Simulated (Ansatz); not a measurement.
# Cobalt, diamond under m-r²SCAN: from relaxation to bulk modulus, part 2 of 2

The plan for cobalt in the diamond structure: relax it, solve it on a dense k-mesh, then scale the cell to 7 volumes from 88 to 112 % of the relaxed one and try a fit of the equation of state. The start is antiferromagnetic. The k-meshes are 11×11×11 for the relaxation; 18×18×18 for the dense run; 13×13×13 for the volumes.

Ansatz 0.2.0; DFT, m-r2SCAN, plane waves (500 eV) with PAW, scalar-relativistic. Earlier steps stand in the parts before.

## (6) At 96 % of the relaxed volume

This is Co in the diamond structure; at room conditions it is hcp.

Contents of input.yaml:

```yaml
crystal:
  lattice:
    - [0.0, 2.3941593385, 2.3941593385]
    - [2.3941593385, 0.0, 2.3941593385]
    - [2.3941593385, 2.3941593385, 0.0]
  atoms:
    - { symbol: Co, position: [0.125, 0.125, 0.125], spin: -0.275 }
    - { symbol: Co, position: [0.875, 0.875, 0.875], spin: -0.275 }
hamiltonian:
  xc: mr2scan
  pseudopotentials:
    kind: paw
    azcp:
      Co: "pseudopotentials/Co.paw.azcp"
basis:
  ecutwfc: 500
  fft_grid_basis: typed
kpoints:
  mp_grid: { grid: [13, 13, 13], shift: [0, 0, 0] }
magnetization:
  spin_polarized: true
scf:
  occupations: { method: fermi_dirac, width: 0.05 }
  lower_state_search: "off"
output:
  stress: true
```

Standard output (excerpt; [...] marks lines left out):

```text
Warning: RAYON_NUM_THREADS=2 ignored (pool sized by the plan → 2); use --threads N
[...]
Pseudopotentials: kind: paw
Pseudopotential: Co, paw, valence charge 17, recommended cutoff 500 eV (meta_gga), <dir>
Functional definition: m-r2SCAN
[...]
Crystal: 2 atoms, lattice volume = 27.447 Å³
Basis set: ecut = 500 eV, 725 PW (Γ), exchange–correlation on 100×100×100 points (64 copies of the dense FFT grid, shifted against one another)
Bands: 22, of which v1, the nominal top of the filled ones, is band 17 counted from 1 (16 counted from 0)
Symmetry: 48 space group operations
Space group: Fd-3m (ITA 227), of the structure as read, at distance tolerance 3.0e-5 Å
Magnetic group: BNS 227.128 (UNI 1630), of the structure as read, at distance tolerance 3.0e-5 Å
k-points: 84 of 2197
[...]
Starting moments: Σ|m| = 0.55 μB on 2 of 2 sites
[...]
this state was not tested for a lower state beside it, because the mixer in use, unlike msr1, does not test its closes by its own steps (another_mixer; see scf.mixing.algorithm and scf.lower_state_search)
SCF converged after 27 iterations
Magnetization: -0.2825 μB (16.8587 up, 17.1413 down)
Absolute magnetization: 0.2860 μB (∫|ρ↑−ρ↓|, with the PAW one-centre terms)
Spin contamination: 0.0008 ħ² per cell (⟨S²⟩ above its minimum at these occupations)
Per-site moments (μB) at R_I (Å): [(-0.13624890927693004, 0.8552786582376081), (-0.13624890927692976, 0.8552786582376081)]
Free energy (F): -10259.683095 eV
[...]
E sigma→0 (E₀):  -10259.667472 eV
Entropy (-TS):   -0.031245 eV (-15.623 meV/atom)
Fermi energy:    13.820485 eV
[...]
--- Stress (GPa, compression-positive) ---
        6.198008       0.000000       0.000000
       -0.000000       6.198008      -0.000000
       -0.000000      -0.000000       6.198008
  P = ⅓ Tr σ = 6.1980 GPa (61.980 kbar)
```

Wall time 65 s (2 threads of an x86-64 CPU, shared host); peak memory 0.47 GiB.

## (7) At 100 % of the relaxed volume

input.yaml: that of step 6 with these lines changed.

```diff
@@ -2,5 +2,5 @@
   lattice:
-    - [0.0, 2.3941593385, 2.3941593385]
-    - [2.3941593385, 0.0, 2.3941593385]
-    - [2.3941593385, 2.3941593385, 0.0]
+    - [0.0, 2.4269601177, 2.4269601177]
+    - [2.4269601177, 0.0, 2.4269601177]
+    - [2.4269601177, 2.4269601177, 0.0]
   atoms:
```

Standard output (excerpt; [...] marks lines left out):

```text
Warning: RAYON_NUM_THREADS=2 ignored (pool sized by the plan → 2); use --threads N
[...]
[... 3 set-up lines as earlier in the session ...]
[...]
Crystal: 2 atoms, lattice volume = 28.590 Å³
Basis set: ecut = 500 eV, 725 PW (Γ), exchange–correlation on 108×108×108 points (64 copies of the dense FFT grid, shifted against one another)
Bands: 22, of which v1, the nominal top of the filled ones, is band 17 counted from 1 (16 counted from 0)
[... 2 set-up lines as earlier in the session ...]
Magnetic group: BNS 227.128 (UNI 1630), of the structure as read, at distance tolerance 3.1e-5 Å
k-points: 84 of 2197
[...]
Starting moments: Σ|m| = 0.55 μB on 2 of 2 sites
[...]
this state was not tested for a lower state beside it, because the mixer in use, unlike msr1, does not test its closes by its own steps (another_mixer; see scf.mixing.algorithm and scf.lower_state_search)
SCF converged after 33 iterations
Magnetization: -0.5677 μB (16.7162 up, 17.2838 down)
Absolute magnetization: 0.5779 μB (∫|ρ↑−ρ↓|, with the PAW one-centre terms)
Spin contamination: 0.0022 ħ² per cell (⟨S²⟩ above its minimum at these occupations)
Per-site moments (μB) at R_I (Å): [(-0.2759245309613027, 0.8669962603086966), (-0.2759245309613028, 0.8669962603086966)]
Free energy (F): -10259.703601 eV
[...]
E sigma→0 (E₀):  -10259.687835 eV
Entropy (-TS):   -0.031532 eV (-15.766 meV/atom)
Fermi energy:    13.050404 eV
[...]
--- Stress (GPa, compression-positive) ---
       -0.177459       0.000000      -0.000000
        0.000000      -0.177459      -0.000000
        0.000000      -0.000000      -0.177459
  P = ⅓ Tr σ = -0.1775 GPa (-1.775 kbar)
```

Run time: 77 s. Hardware: 2 threads of an x86-64 CPU, shared host; peak memory 0.49 GiB.

## (8) At 104 % of the relaxed volume

input.yaml: that of step 7 with these lines changed.

```diff
@@ -2,5 +2,5 @@
   lattice:
-    - [0.0, 2.4269601177, 2.4269601177]
-    - [2.4269601177, 0.0, 2.4269601177]
-    - [2.4269601177, 2.4269601177, 0.0]
+    - [0.0, 2.4588974659, 2.4588974659]
+    - [2.4588974659, 0.0, 2.4588974659]
+    - [2.4588974659, 2.4588974659, 0.0]
   atoms:
```

Standard output (excerpt; [...] marks lines left out):

```text
Warning: RAYON_NUM_THREADS=2 ignored (pool sized by the plan → 2); use --threads N
[...]
[... 3 set-up lines as earlier in the session ...]
[...]
Crystal: 2 atoms, lattice volume = 29.734 Å³
Basis set: ecut = 500 eV, 749 PW (Γ), exchange–correlation on 108×108×108 points (64 copies of the dense FFT grid, shifted against one another)
Bands: 22, of which v1, the nominal top of the filled ones, is band 17 counted from 1 (16 counted from 0)
[... 2 set-up lines as earlier in the session ...]
Magnetic group: BNS 227.128 (UNI 1630), of the structure as read, at distance tolerance 3.1e-5 Å
k-points: 84 of 2197
[...]
Starting moments: Σ|m| = 0.55 μB on 2 of 2 sites
[...]
this state was not tested for a lower state beside it, because the mixer in use, unlike msr1, does not test its closes by its own steps (another_mixer; see scf.mixing.algorithm and scf.lower_state_search)
SCF converged after 28 iterations
Magnetization: -0.8468 μB (16.5766 up, 17.4234 down)
Absolute magnetization: 0.8677 μB (∫|ρ↑−ρ↓|, with the PAW one-centre terms)
Spin contamination: 0.0039 ħ² per cell (⟨S²⟩ above its minimum at these occupations)
Per-site moments (μB) at R_I (Å): [(-0.41447550947321904, 0.8784054141928643), (-0.41447550947321854, 0.8784054141928643)]
Free energy (F): -10259.684255 eV
[...]
E sigma→0 (E₀):  -10259.667857 eV
Entropy (-TS):   -0.032798 eV (-16.399 meV/atom)
Fermi energy:    12.335954 eV
[...]
--- Stress (GPa, compression-positive) ---
       -5.039200      -0.000000      -0.000000
       -0.000000      -5.039200       0.000000
        0.000000       0.000000      -5.039200
  P = ⅓ Tr σ = -5.0392 GPa (-50.392 kbar)
```

Run time: 69 s. Hardware: 2 threads of an x86-64 CPU, shared host; peak memory 0.49 GiB.

## (9) At 108 % of the relaxed volume

input.yaml: that of step 8 with these lines changed.

```diff
@@ -2,5 +2,5 @@
   lattice:
-    - [0.0, 2.4588974659, 2.4588974659]
-    - [2.4588974659, 0.0, 2.4588974659]
-    - [2.4588974659, 2.4588974659, 0.0]
+    - [0.0, 2.4900260549, 2.4900260549]
+    - [2.4900260549, 0.0, 2.4900260549]
+    - [2.4900260549, 2.4900260549, 0.0]
   atoms:
```

Standard output (excerpt; [...] marks lines left out):

```text
Warning: RAYON_NUM_THREADS=2 ignored (pool sized by the plan → 2); use --threads N
[...]
[... 3 set-up lines as earlier in the session ...]
[...]
Crystal: 2 atoms, lattice volume = 30.877 Å³
Basis set: ecut = 500 eV, 749 PW (Γ), exchange–correlation on 108×108×108 points (64 copies of the dense FFT grid, shifted against one another)
Bands: 22, of which v1, the nominal top of the filled ones, is band 17 counted from 1 (16 counted from 0)
[... 2 set-up lines as earlier in the session ...]
Magnetic group: BNS 227.128 (UNI 1630), of the structure as read, at distance tolerance 3.1e-5 Å
k-points: 84 of 2197
[...]
Starting moments: Σ|m| = 0.55 μB on 2 of 2 sites
[...]
this state was not tested for a lower state beside it, because the mixer in use, unlike msr1, does not test its closes by its own steps (another_mixer; see scf.mixing.algorithm and scf.lower_state_search)
SCF converged after 28 iterations
Magnetization: -1.0663 μB (16.4669 up, 17.5331 down)
Absolute magnetization: 1.1023 μB (∫|ρ↑−ρ↓|, with the PAW one-centre terms)
Spin contamination: 0.0061 ħ² per cell (⟨S²⟩ above its minimum at these occupations)
Per-site moments (μB) at R_I (Å): [(-0.5261911563339295, 0.8895256505967749), (-0.5261911563339294, 0.8895256505967749)]
Free energy (F): -10259.634161 eV
[...]
E sigma→0 (E₀):  -10259.616399 eV
Entropy (-TS):   -0.035524 eV (-17.762 meV/atom)
Fermi energy:    11.669131 eV
[...]
--- Stress (GPa, compression-positive) ---
       -8.834887      -0.000000       0.000000
       -0.000000      -8.834887       0.000000
       -0.000000      -0.000000      -8.834887
  P = ⅓ Tr σ = -8.8349 GPa (-88.349 kbar)
```

Run time: 81 s. Hardware: 2 threads of an x86-64 CPU, shared host; peak memory 0.48 GiB.

## (10) At 112 % of the relaxed volume

input.yaml: that of step 9 with these lines changed.

```diff
@@ -2,5 +2,5 @@
   lattice:
-    - [0.0, 2.4900260549, 2.4900260549]
-    - [2.4900260549, 0.0, 2.4900260549]
-    - [2.4900260549, 2.4900260549, 0.0]
+    - [0.0, 2.5203952193, 2.5203952193]
+    - [2.5203952193, 0.0, 2.5203952193]
+    - [2.5203952193, 2.5203952193, 0.0]
   atoms:
```

Standard output (excerpt; [...] marks lines left out):

```text
Warning: RAYON_NUM_THREADS=2 ignored (pool sized by the plan → 2); use --threads N
[...]
[... 3 set-up lines as earlier in the session ...]
[...]
Crystal: 2 atoms, lattice volume = 32.021 Å³
Basis set: ecut = 500 eV, 869 PW (Γ), exchange–correlation on 108×108×108 points (64 copies of the dense FFT grid, shifted against one another)
Bands: 22, of which v1, the nominal top of the filled ones, is band 17 counted from 1 (16 counted from 0)
[... 1 set-up line as earlier in the session ...]
Space group: Fd-3m (ITA 227), of the structure as read, at distance tolerance 3.2e-5 Å
Magnetic group: BNS 227.128 (UNI 1630), of the structure as read, at distance tolerance 3.2e-5 Å
k-points: 84 of 2197
[...]
Starting moments: Σ|m| = 0.55 μB on 2 of 2 sites
[...]
this state was not tested for a lower state beside it, because the mixer in use, unlike msr1, does not test its closes by its own steps (another_mixer; see scf.mixing.algorithm and scf.lower_state_search)
SCF converged after 30 iterations
Magnetization: -1.3935 μB (16.3033 up, 17.6967 down)
Absolute magnetization: 1.4558 μB (∫|ρ↑−ρ↓|, with the PAW one-centre terms)
Spin contamination: 0.0106 ħ² per cell (⟨S²⟩ above its minimum at these occupations)
Per-site moments (μB) at R_I (Å): [(-0.6939801006714044, 0.9003745935898935), (-0.6939801006714043, 0.9003745935898935)]
Free energy (F): -10259.560805 eV
[...]
E sigma→0 (E₀):  -10259.540161 eV
Entropy (-TS):   -0.041288 eV (-20.644 meV/atom)
Fermi energy:    11.037434 eV
[...]
--- Stress (GPa, compression-positive) ---
      -11.402782       0.000000       0.000000
       -0.000000     -11.402782       0.000000
        0.000000       0.000000     -11.402782
  P = ⅓ Tr σ = -11.4028 GPa (-114.028 kbar)
```

Wall time 45 s (2 threads of an x86-64 CPU, shared host); peak memory 0.5 GiB.

## (11) Energy and pressure against volume

All volumes keep the relaxed shape and fractional coordinates.

```
V (Å³/atom)  E − lowest (meV/atom)  P from the stress (GPa)  largest moment (μB)
     12.580                  115.3                    24.91                 0.00
     13.152                   46.2                    14.45                 0.00
     13.723                   10.2                     6.20                 0.14
     14.295                    0.0                    -0.18                 0.28
     14.867                   10.0                    -5.04                 0.41
     15.439                   35.7                    -8.83                 0.53
     16.011                   73.8                   -11.40                 0.69
```

No single fit is made: the magnetic state changes along the curve.

## (12) Summary of results

The summary covers parts 1 to 2.

```
                      quantity                                  value
space group (spins left aside)                        Fd-3m (No. 227)
             conventional cell                            a = 4.854 Å
                        volume                         14.295 Å³/atom
             shortest distance                                2.102 Å
               gap on the mesh           none (levels filled in part)
                magnetic state  ferromagnetic, up to 0.28 μB per atom
relative to hcp, ferromagnetic                         +1341 meV/atom
```

In words: From the guessed start the volume shrank by 4.4 % in 5 steps. Against the reference form of cobalt (hcp, ferromagnetic, computed apart with the same settings) it stands 1341 meV/atom higher, so it is far from stable. The final state is ferromagnetic (largest moment 0.28 μB). That is not the order it started in. No gap shows: it is a metal or semimetal at this level. The symmetry was held, so the structure may be unstable against distortions that break it.
